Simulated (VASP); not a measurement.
Here is the system:

```
CELL_PARAMETERS angstrom
     -2.79024     2.79024     5.61053
      2.79024    -2.79024     5.61053
      2.79024     2.79024    -5.61053
ATOMIC_POSITIONS crystal
  In 0.50000 0.50000 0.00000
  In 0.25000 0.75000 0.50000
  Cu 0.00000 0.00000 0.00000
  Cu 0.75000 0.25000 0.50000
  S  0.87500 0.90416 0.52916
  S  0.09584 0.62500 0.97084
  S  0.37500 0.34584 0.47084
  S  0.65416 0.12500 0.02916
```

All values below come from PBE GGA, VASP's PBE PAW potentials (set 64) (plane waves; VASP). Numerical set-up: 400 eV cut-off, Gaussian smearing of 0.050 eV, potentials In_d Cu S.

Unless said otherwise, spin-orbit coupling is left out, though it shifts the bands of the heavy elements here.

Question: Give the energies of bands 27 to 40 at the high-symmetry points, in eV from the valence-band maximum.

Answer: 
| band | Γ | X | P | N | M | S | R |
|---|---|---|---|---|---|---|---|
| 27 | -1.89 | -1.75 | -1.78 | -1.74 | -1.89 | -1.80 | -1.76 |
| 28 | -1.88 | -1.75 | -1.78 | -1.73 | -1.89 | -1.72 | -1.76 |
| 29 | -1.77 | -1.56 | -1.55 | -1.68 | -1.73 | -1.69 | -1.61 |
| 30 | -1.49 | -1.56 | -1.55 | -1.54 | -1.73 | -1.48 | -1.61 |
| 31 | -1.49 | -1.15 | -1.15 | -1.42 | -1.13 | -1.44 | -1.19 |
| 32 | -1.48 | -1.15 | -1.15 | -1.14 | -1.13 | -1.36 | -1.19 |
| 33 | -1.35 | -0.70 | -0.70 | -1.11 | -1.01 | -1.18 | -0.73 |
| 34 | -0.02 | -0.70 | -0.70 | -1.02 | -1.01 | -0.87 | -0.73 |
| 35 | -0.01 | -0.40 | -0.54 | -0.85 | -0.73 | -0.64 | -0.54 |
| 36 | -0.01 | -0.40 | -0.54 | -0.42 | -0.73 | -0.52 | -0.54 |
| 37 | 0.01 | 1.21 | 1.43 | 2.00 | 1.84 | 2.02 | 1.42 |
| 38 | 2.10 | 1.21 | 1.43 | 2.41 | 1.84 | 2.24 | 1.42 |
| 39 | 2.23 | 3.51 | 3.34 | 3.34 | 2.13 | 2.58 | 3.83 |
| 40 | 3.94 | 3.51 | 3.34 | 3.87 | 2.13 | 3.44 | 3.83 |

The gap is indirect, 0.01 eV, from the valence maximum at N-Γ at 0.89 to the conduction minimum at Γ.

Measured: gap 1.55 eV (computed value off by -1.54 eV), as given by Arghya Ghosh et al., Physical Review B (2024), arXiv:2401.16805.

The compound is CuInS2 in the chalcopyrite structure. It was relaxed first.
